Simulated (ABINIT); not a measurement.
**ScAl3: equation of state with HCTH407**

**The experiment to reproduce.**

From “A Combined Experimental and First-Principles Based Assessment of Finite-Temperature Thermodynamic Properties of Intermetallic Al3Sc”, 2021, pmc:8067998, for a bulk crystal of ScAl3 at 298 K: bulk modulus 91.5 ± 1.1 GPa.

The system is ScAl3.

```
Sc Al
1.0
     4.08781    0.00000    0.00000
     0.00000    4.08781    0.00000
     0.00000    0.00000    4.08781
Sc Al
1 3
Direct
  0.00000 0.00000 0.00000
  0.50000 0.50000 0.00000
  0.00000 0.50000 0.50000
  0.50000 0.00000 0.50000
```

The cell is a database's computed one.

| Item | Value |
| --- | --- |
| Program | ABINIT 10.8.3 (patched build) |
| Task | equation of state |
| Functional | HCTH407 |
| Potentials or basis | JTH PAW PBE v2.0 |
| Cutoff | 408 eV |
| k mesh | 7 × 7 × 7 |
| Occupations | fermi-dirac, width 0.05 eV |
| Spin | no spin polarisation |

```
Equilibrium volume                      : 16.13 Å³/atom
Bulk modulus                            : 110 GPa
Pressure derivative of the bulk modulus : 4.0
```

Energy against volume, from the lowest point:
| volume (Å³/atom) | energy (meV/atom) |
| --- | --- |
| 16.052 | 0.00 |
| 16.394 | 1.36 |
| 16.735 | 7.26 |
| 17.077 | 17.28 |
| 17.419 | 30.96 |
| 17.760 | 47.97 |
| 18.102 | 67.94 |

Run time: 2.5 min on 1 thread of Intel(R) Xeon(R) Platinum 8488C (Sapphire Rapids), with other jobs on the host, peak memory 0.14 GiB.

Measured bulk modulus of ScAl3: 91.5 GPa (298 K; quoted in “A Combined Experimental and First-Principles Based Assessment of Finite-Temperature Thermodynamic Properties of Intermetallic Al3Sc”, 2021, pmc:8067998). This calculation gives 110 GPa (+19.7 %). The fit is for a static lattice scaled at fixed shape and fixed fractional positions.

Caveat: pressures at fixed basis lie under the slope of the energies; the PAW data sets were made with another functional, which shifts forces and pressure a little.
